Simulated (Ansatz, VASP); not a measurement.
**One calculation of AlCu, two programs**

```
CELL_PARAMETERS angstrom
2.96116 0.00000 0.00000
0.00000 2.96116 0.00000
0.00000 0.00000 2.96116
ATOMIC_POSITIONS crystal
Al 0.00000 0.00000 0.00000
Cu 0.50000 0.50000 0.50000
```

Alike in both runs: functional r2SCAN; k mesh 7 × 7 × 7; no spin polarisation.

Ansatz relaxed the structure, and its values are those at the end. VASP's run is a single point on that final structure, the one shown.

|  | VASP | Ansatz |
| --- | --- | --- |
| version | VASP 6.6.1 | Ansatz 0.2.0 |
| potentials or method | VASP PAW PBE potentials, release 64 (Al, Cu) | plane waves, PAW |
| plane-wave cutoff (eV) | 520 | 600 |
| occupations | fermi-dirac, width 0.1 eV | fermi-dirac |
| valence electrons in the cell | 14 | 22 |

|  | VASP | Ansatz | Ansatz less VASP |
| --- | --- | --- | --- |
| pressure (GPa) | 0.0 | 0.0 | -0.03 |

The two sets of potentials don't hold the same shells in valence.

Caveats: the PAW data sets were made with another functional, which shifts forces and pressure a little (VASP).
